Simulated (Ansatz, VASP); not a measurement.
# Pt: VASP beside Ansatz

```
Pt
1.0
     0.00000   -1.95897   -1.95897
     0.00000    1.95897   -1.95897
     3.91794    0.00000    0.00000
Pt
2
Cartesian
  1.9590 0.0000 -1.9590
  0.0000 0.0000 0.0000
```

Alike in both runs: task single point; functional PBEsol; k mesh 16 × 16 × 12; occupations gaussian, width 0.15 eV; no spin polarisation.

|  | VASP | Ansatz |
| --- | --- | --- |
| version | VASP 6.6.1 | Ansatz 0.2.0 |
| potentials or method | VASP PAW PBE potentials, release 64 (Pt) | scalar-relativistic, plane waves, PAW |
| plane-wave cutoff (eV) | 520 | 420 |
| valence electrons in the cell | 20 | 36 |

VASP gave:

* gap on the k mesh at the Fermi level (eV): none
* pressure (GPa): -0.3

**Question.** Which values does Ansatz return?

**Answer.** gap on the k mesh at the Fermi level (eV): none; pressure (GPa): 0.1.

A gap of «none» marks a metal or a gap that the smearing closes. With one functional, cell and mesh, what is left measures potentials, basis and numerics. The two sets of potentials don't hold the same shells in valence. Ansatz warned: «pseudo_functional_mismatch».

Caveats: the PAW data sets were made with another functional, which shifts forces and pressure a little (VASP); the real-space grid breaks the cell's symmetry a little (VASP). Spin-orbit coupling is left out, which matters for the levels of Pt.
